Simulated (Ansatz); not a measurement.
Write the native input for Ansatz 0.2.0 that does the following.

```yaml
Task: single point
Functional: PBE
Potentials_or_basis: all-electron LAPW, scalar-relativistic
Cutoff: 245 eV (chosen from the basis error)
Basis_error_allowed: 0.003 eV/atom
k_mesh: 3 × 3 × 2
Occupations: fermi-dirac, width 0.03 eV
Spin: no spin polarisation
```

The system is CdSe (Cadmoselite).

```xyz
4
Lattice="4.3000 0.0000 0.0000 -2.1500 3.7239 0.0000 0.0000 0.0000 7.0200" Properties=species:S:1:pos:R:3 pbc="T T T"
Cd    2.1500    1.2413    3.5100
Cd    0.0000    2.4826    0.0000
Se    2.1500    1.2413    6.2127
Se    0.0000    2.4826    2.7027
```

The input as run:

input.yaml

```yaml
crystal:
  lattice:
    - [4.3, 0.0, 0.0]
    - [-2.15, 3.7239092363, 0.0]
    - [0.0, 0.0, 7.02]
  atoms:
    - { symbol: Cd, position: [0.6666666667, 0.3333333333, 0.5] }
    - { symbol: Cd, position: [0.3333333333, 0.6666666667, 0.0] }
    - { symbol: Se, position: [0.6666666667, 0.3333333333, 0.885] }
    - { symbol: Se, position: [0.3333333333, 0.6666666667, 0.385] }
kpoints:
  mp_grid: { grid: [3, 3, 2] }
scf:
  occupations: { method: fermi_dirac, width: 0.03 }
hamiltonian:
  xc: pbe
  pseudopotentials: { kind: all_electron, lapw: { basis_error: 0.003 } }
output:
  forces: true
  stress: true
  eigenvalues: true
```

Potentials or basis: all-electron LAPW, scalar-relativistic.

Launch:

```console
$ ansatz run input.yaml --threads 2 --pin off --max-ram 6144MiB --backend cpu --events-out ev --progress --plain --runs-dir out
```

It gave:

```yaml
Pressure: 3.4 GPa
Largest_force: 0.337 eV/Å
Band_gap_on_the_k_mesh: 0.68 eV, direct
```

Caveat: the k mesh is coarse (spacing up to 0.56 Å⁻¹), so the values aren't converged.

Wall time 6.6 s on 2 threads of Intel(R) Xeon(R) Platinum 8559C (Emerald Rapids), on a shared host, peak memory 0.39 GiB.
